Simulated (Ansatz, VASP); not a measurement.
## SnTe: VASP beside Ansatz

INCAR

```
PREC     = Accurate       # precision mode
ENCUT    = 520            # plane-wave cutoff, eV
EDIFF    = 1E-6           # SCF threshold, eV
ISMEAR   = 0              # smearing method
SIGMA    = 0.05           # smearing width, eV
LREAL    = F              # projectors in reciprocal space
LASPH    = T              # aspherical terms in the spheres
NELM     = 60             # most SCF steps
ALGO     = Normal         # electronic algorithm
ISIF     = 2              # what is computed and relaxed
LWAVE    = F              # write WAVECAR
LCHARG   = F              # write CHGCAR
GGA      = PE             # functional
NBANDS   = 17             # bands
```

The input KPOINTS:

```
regular mesh
0
Gamma
  10 10 10
```

The input POSCAR:

```
SnTe
1.0
    0.0000000000      3.1836297870      3.1836297870
    3.1836297870      0.0000000000      3.1836297870
    3.1836297870      3.1836297870      0.0000000000
Sn Te
1 1
Direct
    0.5000000000      0.5000000000      0.5000000000
    0.0000000000      0.0000000000      0.0000000000
```

Input for Ansatz:

```yaml
crystal:
  lattice:
    - [0.0, 3.183629787, 3.183629787]
    - [3.183629787, 0.0, 3.183629787]
    - [3.183629787, 3.183629787, 0.0]
  atoms:
    - { symbol: Sn, position: [0.5, 0.5, 0.5] }
    - { symbol: Te, position: [0.0, 0.0, 0.0] }
basis:
  ecutwfc: 420
  ecutrho_ratio: 4
kpoints:
  mp_grid: { grid: [10, 10, 10] }
hamiltonian:
  xc: pbe
scf:
  occupations: { method: gaussian, width: 0.05 }
output:
  forces: true
  stress: true
  eigenvalues: true
```

Alike in both runs: task single point; functional PBE; k mesh 10 × 10 × 10; occupations gaussian, width 0.05 eV; no spin polarisation.

|  | VASP | Ansatz |
| --- | --- | --- |
| version | VASP 6.6.1 | Ansatz 0.2.0 |
| potentials or method | VASP PAW PBE potentials, release 64 (Sn_d, Te) | scalar-relativistic, plane waves, PAW |
| plane-wave cutoff (eV) | 520 | 420 |
| valence electrons in the cell | 20 | 30 |

|  | VASP | Ansatz | Ansatz less VASP |
| --- | --- | --- | --- |
| gap on the k mesh at the Fermi level (eV) | none | none | - |
| pressure (GPa) | 0.8 | 0.8 | +0.07 |

A gap of «none» marks a metal or a gap that the smearing closes. The two sets of potentials don't hold the same shells in valence.

Caveats: spin-orbit coupling is left out, which moves the levels of the heavy elements.
